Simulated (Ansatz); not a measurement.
# BeTe, before and after

The cell of BeTe is invented: random cell by space group and Wyckoff sites (P4/nmm, No. 129). The dimensions are guesses.

start.cif

```cif
data_structure
_symmetry_space_group_name_H-M 'P 1'
_symmetry_Int_Tables_number 1
_cell_length_a 4.3842
_cell_length_b 4.3842
_cell_length_c 4.3397
_cell_angle_alpha 90.000
_cell_angle_beta 90.000
_cell_angle_gamma 90.000
_cell_volume 83.42
loop_
_atom_site_label
_atom_site_type_symbol
_atom_site_fract_x
_atom_site_fract_y
_atom_site_fract_z
_atom_site_occupancy
Be1 Be 0.00000 0.00000 0.50000 1
Be2 Be 0.50000 0.50000 0.50000 1
Te1 Te 0.50000 0.00000 0.89714 1
Te2 Te 0.00000 0.50000 0.10286 1
```

These are results of Ansatz 0.2.0, DFT PBE, scalar-relativistic, plane waves, PAW, not measurements. Cutoff 420 eV, Gaussian smearing, Γ-centred meshes. Cell and atoms relax first on a coarse mesh and then on a converged one. In between, the cell is made exact in the group found at 0.06 Å. The steps can't lower the symmetry of their start. No spin polarisation.

end.cif

```cif
data_structure
_symmetry_space_group_name_H-M 'P 1'
_symmetry_Int_Tables_number 1
_cell_length_a 3.9119
_cell_length_b 3.9119
_cell_length_c 7.4258
_cell_angle_alpha 90.000
_cell_angle_beta 90.000
_cell_angle_gamma 90.000
_cell_volume 113.64
loop_
_atom_site_label
_atom_site_type_symbol
_atom_site_fract_x
_atom_site_fract_y
_atom_site_fract_z
_atom_site_occupancy
Be1 Be 0.00000 0.00000 0.50000 1
Be2 Be 0.50000 0.50000 0.50000 1
Te1 Te 0.50000 0.00000 0.70613 1
Te2 Te 0.00000 0.50000 0.29387 1
```

The symmetry stays P4/nmm (No. 129). The volume per atom grows by 36.2 %, from 20.9 to 28.4 Å³. The shortest distance goes from 2.79 Å (Be–Te) to 2.48 Å (Be–Te). The ratio c/a of the conventional cell changes by a factor of 1.92. The energy falls by about 0.74 eV/atom (the start's value is from the coarse mesh). The end is written in a standard setting, so origin, axes and order of atoms can differ from the start's.

```yaml
Volume_per_atom: 28.4 Å³
Density: 4.0 g/cm³
Formation_energy: −0.267 eV/atom
Gap_on_the_8×8×4_mesh_of_the_4-atom_cell: 2.12 eV
```

Energies over the elements count from the elements' standard structures at the same level, with no fitted energy shifts.

The last run used Gaussian smearing of 0.02 eV. Weakly bound directions are ill-defined at this level, which has no dispersion term. Spin–orbit coupling, which can matter for Te, is left out. The reference form of Te is held partly by dispersion forces, which this level lacks. Symmetry constrained the relaxation, so the result can be a saddle point. In all, the 3 runs took 100 s on 1 thread of Arm Neoverse V2, with other jobs on the host. Another cell of BeTe relaxed alike, in F-43m (a cell as deposited in COD), lies 94 meV/atom lower, so this cell isn't the stable form at this level.
